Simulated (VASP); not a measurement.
# PbO: forms and broadenings of the independent-particle spectrum

PbO, P4/nmm (no. 129), 4 atoms in the cell. PBE, independent-particle dielectric function; PAW potentials Pb_d, O (PBE set).

## Input

INCAR.step1:
```
SYSTEM = PbO
PREC     = Accurate       ! precision mode
ENCUT    = 460            ! plane-wave cutoff, eV
ISMEAR   = 0              ! smearing method
SIGMA    = 0.02           ! smearing width, eV
EDIFF    = 1E-8           ! SCF threshold, eV
LASPH    = .True.         ! aspherical terms in the spheres
KPAR     = 4            
LWAVE    = .False.        ! write WAVECAR
LCHARG   = .False.        ! write CHGCAR
LEPSILON = .True.         ! dielectric tensor by DFPT
```

INCAR.step2, as INCAR.step1 but for:
```
- LWAVE = .False.
- LEPSILON = .True.
+ LWAVE = .True.
+ NBANDS = 68
```

INCAR.step3, as INCAR.step2 but for:
```
- EDIFF = 1E-8
- LWAVE = .True.
+ EDIFF = 1E-7
+ LWAVE = .False.
+ LOPTICS = .True.
+ NEDOS = 2000
+ CSHIFT = 0.1
+ ALGO = None
+ NELM = 1
+ ISTART = 1
```

INCAR.step4, as INCAR.step3 but for:
```
+ LNABLA = .True.
```

INCAR.step5, as INCAR.step4 but for:
```
- LNABLA = .True.
+ LPEAD = .True.
+ IPEAD = 2
```

INCAR.step6, as INCAR.step5 but for:
```
- IPEAD = 2
+ IPEAD = 3
```

INCAR.step7 changes the same tag again: IPEAD = 4.

INCAR.step8, as INCAR.step7 but for:
```
- CSHIFT = 0.1
- LPEAD = .True.
- IPEAD = 4
+ CSHIFT = 0.5
```

INCAR.step9, as INCAR.step8 but for:
```
- CSHIFT = 0.5
+ CSHIFT = 0.2
```

INCAR.step10 changes the same tag again: CSHIFT = 0.01.

INCAR.step11, as INCAR.step10 but for:
```
- ISMEAR = 0
- CSHIFT = 0.01
+ ISMEAR = -5
+ CSHIFT = 0.1
```

INCAR.step12, as INCAR.step11 but for:
```
- ISMEAR = -5
- SIGMA = 0.02
+ ISMEAR = 0
+ SIGMA = 0.2
```

INCAR.step13, as INCAR.step12 but for:
```
- SIGMA = 0.2
+ SIGMA = 0.02
+ OMEGAMAX = 12
```

INCAR.step14, as INCAR.step13 but for:
```
- OMEGAMAX = 12
+ OMEGAMAX = 60
```

KPOINTS:
```
k-points
0
Gamma
  6 6 6
```

POSCAR:
```
PbO
1.0
    3.9900000000      0.0000000000      0.0000000000
    0.0000000000      3.9900000000      0.0000000000
    0.0000000000      0.0000000000      5.0100000000
Pb O
2 2
Direct
    0.5000000000      0.0000000000      0.7600000000
    0.0000000000      0.5000000000      0.2400000000
    0.5000000000      0.5000000000      0.0000000000
    0.0000000000      0.0000000000      0.0000000000
```

Commands (each step's output is kept before the next begins):
```
cat potpaw_PBE.64/Pb_d/POTCAR potpaw_PBE.64/O/POTCAR > POTCAR
cp INCAR.step1 INCAR
mpirun -np 4 vasp_std > vasp.out
rm WAVECAR CHG
cp INCAR.step2 INCAR
mpirun -np 4 vasp_std > vasp.out
cp INCAR.step3 INCAR
mpirun -np 4 vasp_std > vasp.out
cp INCAR.step4 INCAR
mpirun -np 4 vasp_std > vasp.out
cp INCAR.step5 INCAR
mpirun -np 4 vasp_std > vasp.out
cp INCAR.step6 INCAR
mpirun -np 4 vasp_std > vasp.out
cp INCAR.step7 INCAR
mpirun -np 4 vasp_std > vasp.out
cp INCAR.step8 INCAR
mpirun -np 4 vasp_std > vasp.out
cp INCAR.step9 INCAR
mpirun -np 4 vasp_std > vasp.out
cp INCAR.step10 INCAR
mpirun -np 4 vasp_std > vasp.out
cp INCAR.step11 INCAR
mpirun -np 4 vasp_std > vasp.out
cp INCAR.step12 INCAR
mpirun -np 4 vasp_std > vasp.out
cp INCAR.step13 INCAR
mpirun -np 4 vasp_std > vasp.out
cp INCAR.step14 INCAR
mpirun -np 4 vasp_std > vasp.out
```

## Result

- Direct gap on the mesh (eV): 2.11
- Gap on the mesh (eV): 1.16
- Bands: 68

One ground state, settings moved in the last step alone:

| Settings | ε at zero frequency | Mean energy of the absorption, weighted by Im ε (eV) | Time (s) |
|---|---|---|---|
| longitudinal form, CSHIFT 0.1 | 7.06 | 7.38 | 7 |
| transversal form (LNABLA) | 6.92 | 7.34 | 9 |
| finite differences (LPEAD), order 2 | 6.99 | 7.41 | 16 |
| finite differences (LPEAD), order 3 | 7.02 | 7.40 | 22 |
| finite differences (LPEAD), order 4 | 7.03 | 7.39 | 23 |
| CSHIFT 0.5 | 6.99 | 7.52 | 7 |
| CSHIFT 0.2 | 7.05 | 7.41 | 7 |
| CSHIFT 0.01 | 7.06 | 7.33 | 8 |
| tetrahedron method | 6.92 | 7.45 | 10 |
| SIGMA 0.2 | 7.06 | 7.38 | 8 |
| OMEGAMAX 12, which cuts the spectrum short | 6.50 | – | 8 |
| OMEGAMAX 60 | 7.06 | 7.38 | 6 |

The mean energy covers the spectrum up to 20 eV.

On the same mesh, density-functional perturbation theory with local fields gives ε = 6.67.

Limits: The 6×6×6 mesh is coarse for a spectrum: peaks stand apart that a denser mesh merges, and ε at zero frequency can be far too high; spin-orbit coupling is left out, which can matter with atoms this heavy.

VASP 6.6.1 took 542 s on 4 cores (Intel Xeon Platinum 8259CL @ 2.50GHz (Skylake/Cascade Lake)), a shared host.
